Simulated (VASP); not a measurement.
Here is a VASP 6.6.1 calculation.

INCAR

```
SYSTEM = BaO
ALGO = Normal
EDIFF = 1E-7
ENCUT = 520
GGA = PE
ISIF = 2
ISMEAR = 0
KPAR = 4
LASPH = .TRUE.
LCHARG = .TRUE.
LREAL = .FALSE.
LVHAR = .TRUE.
LWAVE = .FALSE.
NELM = 60
PREC = Accurate
SIGMA = 0.02
```

The input KPOINTS:

```
k-points
0
G
  8 8 8
  0 0 0
```

POSCAR

```
BaO                                     
1.0
   -0.0000000000      2.7807066280      2.7807066280
    2.7807066280     -0.0000000000      2.7807066280
    2.7807066280      2.7807066280     -0.0000000000
  Ba              O             
     1     1
Direct
     0.0000000000000000    0.0000000000000000    0.0000000000000000
     0.5000000000000000    0.5000000000000000    0.5000000000000000
```

Potentials or basis: VASP PAW PBE potentials, release 64 (Ba_sv, O).

Launch:

```bash
$ cat potpaw_PBE.64/Ba_sv/POTCAR potpaw_PBE.64/O/POTCAR > POTCAR
$ mpirun -np 4 vasp_std > vasp.out
```

(1) Estimate the band gap on the k mesh.

(2) Estimate the pressure.

Results:

(1) 2.02 eV, direct.

(2) 2.1 GPa.

Caveat: spin-orbit coupling is left out, which moves the levels of the heavy elements.
